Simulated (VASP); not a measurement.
# MoP (P-6m2) in VASP: relaxation of cell and atoms with LDA

Aim: the relaxation of cell and atoms of MoP with LDA.

Everything below comes from runs of VASP 6.6.1. Logs are shortened: lines on timing, memory, paths and dates and some standing lists are left out, and cuts for length are marked.

## (1) Starting point

It takes space group P-6m2 (No. 187, hexagonal). Conventional cell: a = 3.194 Å, b = 3.194 Å, c = 3.158 Å, α = 90.00°, β = 90.00°, γ = 120.00°. Around Mo (site symmetry -6m2) lie 6 P at 2.43 Å. Around P (site symmetry -6m2) lie 6 Mo at 2.43 Å.

## (2) Relaxation of cell and atoms, LDA

File INCAR:

```
PREC = Accurate
ENCUT = 600
EDIFF = 1E-7
ISMEAR = 1
SIGMA = 0.1
LREAL = F
LASPH = T
NELM = 80
ALGO = Normal
ISIF = 3
LWAVE = F
LCHARG = F
GGA = CA
IBRION = 2
NSW = 90
EDIFFG = -0.005
KPAR = 2
```

File KPOINTS:

```
Automatic mesh
0
Gamma
  15 15 11
```

File POSCAR:

```
MoP                                     
1.0
    3.1938520208     -0.0000000000      0.0000000000
   -1.5969260104      2.7659569859     -0.0000000000
    0.0000000000     -0.0000000000      3.1576909184
  Mo              P             
     1     1
Direct
     0.0000000000000000    1.0000000000000000    1.0000000000000000
     0.3333333332999970    0.6666666667000030    0.5000000000000000
```

Potentials or basis: VASP PAW LDA potentials, release 64 (Mo_sv, P).

The run is started by

```console
> cat potpaw_LDA.64/Mo_sv/POTCAR potpaw_LDA.64/P/POTCAR > POTCAR
> mpirun -np 2 vasp_std > vasp.out
```

OUTCAR:

```text
PREC = Accurate
   ENCUT = 600
   EDIFF = 1E-7
   ISMEAR = 1
   LREAL = F
   LASPH = T
   NELM = 80
   ISIF = 3
   GGA = CA
   IBRION = 2
   NSW = 90
   EDIFFG = -0.005

 ion  position               nearest neighbor table
   1  0.000  0.000  0.000-   2 2.43   2 2.43   2 2.43   2 2.43   2 2.43   2 2.43
   2  0.333  0.667  0.500-   1 2.43   1 2.43   1 2.43   1 2.43   1 2.43   1 2.43

  LATTYP: Found a hexagonal cell.
 ALAT       =     3.1938520208
 C/A-ratio  =     0.9886779030

  Lattice vectors:

 A1 = (   3.1938520208,   0.0000000000,   0.0000000000)
 A2 = (  -1.5969260104,   2.7659569859,   0.0000000000)
 A3 = (   0.0000000000,   0.0000000000,   3.1576909184)

Analysis of symmetry for initial positions (statically):
=====================================================================
 Subroutine PRICEL returns:
 Original cell was already a primitive cell.

 Routine SETGRP: Setting up the symmetry group for a
 hexagonal supercell.

 Subroutine GETGRP returns: Found 12 space group operations
 (whereof 12 operations were pure point group operations)
 out of a pool of 24 trial point group operations.

The static configuration has the point symmetry D_3h.

Analysis of symmetry for dynamics (positions and initial velocities):
=====================================================================
 Subroutine PRICEL returns:
 Original cell was already a primitive cell.

 Routine SETGRP: Setting up the symmetry group for a
 hexagonal supercell.

 Subroutine GETGRP returns: Found 12 space group operations
 (whereof 12 operations were pure point group operations)
 out of a pool of 24 trial point group operations.

The dynamic configuration has the point symmetry D_3h.

 Subroutine INISYM returns: Found 12 space group operations
 (whereof 12 operations are pure point group operations),
 and found     1 'primitive' translations

----------------------------------------------------------------------------------------

                                     Primitive cell

  volume of cell :      27.8952

  direct lattice vectors                    reciprocal lattice vectors
     3.193852021  0.000000000  0.000000000     0.313101544  0.180769261  0.000000000
    -1.596926010  2.765956986  0.000000000     0.000000000  0.361538522  0.000000000
     0.000000000  0.000000000  3.157690918     0.000000000  0.000000000  0.316687106

[... 99 lines left out ...]
   EFERMI_NEDOS =   21; number of points for ismear=-14 and -15
   IALGO  =     38    algorithm
   IMIX   =      4    mixing-type and parameters
     AMIX     =   0.40;   BMIX     =  1.00
     AMIX_MAG =   1.60;   BMIX_MAG =  1.00
  volume/ion in A,a.u.               =      13.95        94.12
  Fermi-wavevector in a.u.,A,eV,Ry     =   1.440399  2.721959 28.228670  2.074749
  Thomas-Fermi vector in A             =   2.559147
   LORBIT       =      0    0 simple, 1 ext, 2 COOP (PROOUT), +10 PAW based schemes
   GGA     = CA    functional components
   LHFCALC =     F    Hartree Fock is set to
   AEXX    =    0.0000 exact exchange contribution
   IVDW    =     0    specifies the selected vdW correction
   LEPSILON=     F    determine dielectric tensor
   LRPA    =     F    only Hartree local field effects (RPA)
 conjugate gradient relaxation of ions
 non-spin polarized calculation
 Methfessel and Paxton  Order N= 1 SIGMA  =   0.10
  energy-cutoff  :      600.00
  volume of cell :       27.90
 maximum number of plane-waves:       945
 NGX is ok and might be reduce to    28
   NGX = 13   NGY = 13   NGZ = 13

--------------------------------------- Ionic step        1  -------------------------------------------

 number of electron      19.0000000 magnetization

 Free energy of the ion-electron system (eV)
  ---------------------------------------------------
  ext. energy  EPLUGINS =         0.00000000
  ---------------------------------------------------
  free energy    TOTEN  =       -19.71890055 eV

  energy without entropy =      -19.71841273  energy(sigma->0) =      -19.71873795

------------------------ aborting loop because EDIFF is reached ----------------------------------------

  FORCE on cell =-STRESS in cart. coord.  units (eV):
  Direction    XX          YY          ZZ          XY          YZ          ZX
  --------------------------------------------------------------------------------------
  -------------------------------------------------------------------------------------
  Total        0.0165334      0.0165334      0.0050948      0.0000000      0.0000000      0.0000000
  in kB        0.9496031      0.9496031      0.2926206      0.0000000      0.0000000      0.0000000
  external PRESSURE =       0.7306089 kB  Pullay stress =       0.0000000 kB
[... 59 lines left out ...]
--------------------------------------- Ionic step        3  -------------------------------------------

 number of electron      19.0000000 magnetization

 Free energy of the ion-electron system (eV)
  ---------------------------------------------------
  ext. energy  EPLUGINS =         0.00000000
  ---------------------------------------------------
  free energy    TOTEN  =       -19.71890333 eV

  energy without entropy =      -19.71841711  energy(sigma->0) =      -19.71874126

 E-fermi :  12.2894     XC(G=0): -12.8967

 val. band max:       12.2887757323   @ k =   0.2000  -0.0000   0.0000
 cond. band min:      12.2914073811   @ k =   0.4000  -0.0000   0.0909
 fundamental gap:      0.0026316487
 Fermi energy:        12.2893744953

 k-point     1 :       0.0000    0.0000    0.0000
  band No.  band energies     occupation
      1     -48.5544      2.00000
      2     -22.9070      2.00000
      3     -22.6824      2.00000
      4     -22.6824      2.00000
      5      -1.7975      2.00000
      6       7.8783      2.00000
      7       8.8471      2.00000
      8       8.8471      2.00000
      9      11.6174      2.00000
     10      12.5616     -0.00081
     11      12.5616     -0.00081
     12      16.5147      0.00000
     13      16.5147      0.00000
[... 354 lines left out ...]
  band No.  band energies     occupation
      1     -48.5129      2.00000
      2     -23.0252      2.00000
      3     -22.8552      2.00000
      4     -22.8505      2.00000
      5       1.2076      2.00000
      6       5.2437      2.00000
      7       7.5518      2.00000
      8       8.3650      2.00000
      9      11.0260      2.00000
     10      11.4552      2.00000
     11      13.1578     -0.00000
     12      13.9722     -0.00000
     13      18.5256      0.00000

 [... further k-points ...]
[... 5 lines left out ...]
  --------------------------------------------------------------------------------------
  -------------------------------------------------------------------------------------
  Total       -0.0016525     -0.0016525     -0.0086329     -0.0000000      0.0000000      0.0000000
  in kB       -0.0948799     -0.0948799     -0.4956563     -0.0000000      0.0000000      0.0000000
  external PRESSURE =      -0.2284720 kB  Pullay stress =       0.0000000 kB
[... 17 lines left out ...]
  FREE ENERGIE OF THE ION-ELECTRON SYSTEM (eV)
  ---------------------------------------------------
  free  energy   TOTEN  =       -19.7189033299 eV

  energy  without entropy=      -19.7184171082  energy(sigma->0) =      -19.71874126

 reached required accuracy - stopping structural energy minimisation
```

OSZICAR:

```text
N       E                     dE             d eps       ncg     rms          rms(c)
DAV:   1     0.146293567190E+03    0.14629E+03   -0.10860E+04  4220   0.156E+03
DAV:   2    -0.159498742530E+02   -0.16224E+03   -0.15896E+03  4687   0.402E+02
[... 19 lines left out ...]
   2 F= -.19718897E+02 E0= -.19718735E+02  d E =0.370668E-05
       N       E                     dE             d eps       ncg     rms          rms(c)
DAV:   1    -0.197189789787E+02   -0.82129E-04   -0.18870E-03  4452   0.561E-01    0.112E-01
DAV:   2    -0.197189093245E+02    0.69654E-04   -0.32020E-04  4417   0.203E-01    0.179E-02
DAV:   3    -0.197189040339E+02    0.52906E-05   -0.11656E-05  4392   0.288E-02    0.820E-03
DAV:   4    -0.197189032612E+02    0.77271E-06   -0.60701E-06  4757   0.234E-02    0.798E-03
DAV:   5    -0.197189033299E+02   -0.68732E-07   -0.92969E-08  2976   0.288E-03
   3 F= -.19718903E+02 E0= -.19718741E+02  d E =-.277523E-05
```

CONTCAR:

```text
MoP
   1.00000000000000
     3.1943463135869892    0.0000000000000000    0.0000000000000000
    -1.5971731567934946    2.7663850560104208    0.0000000000000000
    -0.0000000000000000    0.0000000000000000    3.1578415103857664
  Mo              P
     1     1
Direct
     0.0000000000000000    0.0000000000000000    0.0000000000000000
     0.3333333332999970    0.6666666667000030    0.5000000000000000

  0.00000000E+00  0.00000000E+00  0.00000000E+00
  0.00000000E+00  0.00000000E+00  0.00000000E+00
```

It took 49 s on 2 MPI ranks of Intel Xeon Platinum 8259CL at 2.50GHz (Skylake/Cascade Lake), shared host; peak memory 0.19 GiB.

What came out:

```
Free energy                            : -19.7189 eV
Relaxed volume                         : 13.95 Å³/atom
Relaxed cell                           : a = 3.194 Å, b = 3.194 Å, c = 3.158 Å, α = 90.00°, β = 90.00°, γ = 120.00°
Space group after relaxing (to 0.05 Å) : P-6m2 (No. 187)
Energy gained by relaxing              : 0.0 meV/atom
Ionic steps                            : 3
Pressure after relaxing                : 0.0 GPa
Band gap on the k mesh                 : none (metal or under the smearing width)
```

Final structure:
```
CELL_PARAMETERS angstrom
3.19435 0.00000 0.00000
-1.59717 2.76639 0.00000
0.00000 0.00000 3.15784
ATOMIC_POSITIONS crystal
Mo 0.00000 0.00000 0.00000
P 0.33333 0.66667 0.50000
```
